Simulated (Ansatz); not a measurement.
# TaN: the cost of one run

Program: Ansatz 0.2.0. Level of theory: DFT r²SCAN+U (U_eff = 3 eV on Ta d), plane waves, PAW, no spin–orbit coupling unless a run says so. These are calculated values, not measurements.

## Step 1: The starting structure

The structure is cubic, space group Fm-3m (No. 225). The conventional cell has a = 4.358 Å, b = 4.358 Å, c = 4.358 Å, α = 90.00°, β = 90.00°, γ = 90.00°. Around Ta (site symmetry m-3m) lie 6 N at 2.18 Å. Around N (site symmetry m-3m) lie 6 Ta at 2.18 Å.

Coordinates:

```
Ta N
1.0
     0.00000    2.17900    2.17900
     2.17900    0.00000    2.17900
     2.17900    2.17900    0.00000
Ta N
1 1
Direct
  0.50000 0.50000 0.50000
  0.00000 0.00000 0.00000
```

An earlier series on this cell reached its lowest free state from «ferromagnetic start, free, natural orbitals of the symmetric run filled by rank», perhaps among other starts.

## Step 2: Site moments held (series factor 0.3; the input gives the size)

input.yaml reads:

```yaml
crystal:
  lattice:
    - [0.0, 2.17900131, 2.17900131]
    - [2.17900131, 0.0, 2.17900131]
    - [2.17900131, 2.17900131, 0.0]
  atoms:
    - { symbol: Ta, position: [0.5, 0.5, 0.5], spin: 0.6 }
    - { symbol: "N", position: [0.0, 0.0, 0.0] }
basis:
  ecutwfc: 500
  ecutrho_ratio: 4
kpoints:
  mp_grid: { grid: [7, 7, 7] }
hamiltonian:
  xc: r2scan
  hubbard: { sites: [{ site: 0, l: d, u_eff: 3.0 }] }
scf:
  occupations: { method: gaussian, width: 0.05 }
  lower_state_search: "off"
  max_iter: 150
output:
  forces: true
  stress: true
  eigenvalues: true
  populations: true
  hubbard: { sites: [{ site: 0, l: d }] }
magnetization:
  spin_polarized: true
  spin_locking: { lock_spins: true }
```

The lock stays on to the end, so the result is a constrained state unless its moments die out.

Run with:

```bash
$ ansatz run input.yaml --threads 2 --pin off --max-ram 3072MiB --backend cpu --events-out ev --progress --plain --runs-dir out
```

Q: Estimate wall time and peak memory on 2 threads of Arm Neoverse V2, shared host.

About 4.6 s, with a peak of 0.34 GiB.
